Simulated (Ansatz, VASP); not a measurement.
**InAs: VASP beside Ansatz**

Contents of INCAR:

```
PREC     = Accurate       # precision mode
ENCUT    = 520            # plane-wave cutoff, eV
EDIFF    = 1E-6           # SCF threshold, eV
ISMEAR   = -1             # smearing method
SIGMA    = 0.05           # smearing width, eV
LREAL    = False          # projectors in reciprocal space
LASPH    = True           # aspherical terms in the spheres
NELM     = 60             # most SCF steps
ALGO     = Normal         # electronic algorithm
ISIF     = 2              # what is computed and relaxed
LWAVE    = False          # write WAVECAR
LCHARG   = False          # write CHGCAR
GGA      = PE             # functional
NBANDS   = 16             # bands
```

The input KPOINTS:

```
Automatic mesh
0
Gamma
  8 8 8
```

POSCAR

```
InAs
1.0
    0.0000000000      3.0180000000      3.0180000000
    3.0180000000      0.0000000000      3.0180000000
    3.0180000000      3.0180000000      0.0000000000
In As
1 1
Direct
    0.0000000000      0.0000000000      0.0000000000
    0.7500000000      0.7500000000      0.7500000000
```

The input input.yaml:

```yaml
crystal:
  lattice:
    - [0.0, 3.018, 3.018]
    - [3.018, 0.0, 3.018]
    - [3.018, 3.018, 0.0]
  atoms:
    - { symbol: In, position: [0.0, 0.0, 0.0] }
    - { symbol: As, position: [0.75, 0.75, 0.75] }
kpoints:
  mp_grid: { grid: [8, 8, 8] }
scf:
  occupations: { method: fermi_dirac, width: 0.05 }
hamiltonian:
  xc: pbe
  pseudopotentials: { kind: all_electron, lapw: { basis_error: 0.001 } }
output:
  forces: true
  stress: true
  eigenvalues: true
```

Change from the starting cell: strain_shear_xy = 0.

Alike in both runs: task single point; functional PBE; k mesh 8 × 8 × 8; occupations fermi-dirac, width 0.05 eV; no spin polarisation.

```csv
,VASP,Ansatz
version,VASP 6.6.1,Ansatz 0.2.0
potentials or method,"VASP PAW PBE potentials, release 64 (In_d, As)","all-electron LAPW, scalar-relativistic"
plane-wave cutoff (eV),520,see its input
```

VASP gave:

| Property | Result |
| --- | --- |
| gap on the k mesh at the Fermi level (eV) | none |
| pressure (GPa) | 4.4 |

Q: Estimate Ansatz's values.

A: gap on the k mesh at the Fermi level (eV): none; pressure (GPa): 4.3.

A gap of «none» marks a metal or a gap that the smearing closes. Ansatz ran all-electron here, so the differences hold the error of VASP's frozen core and of both bases.
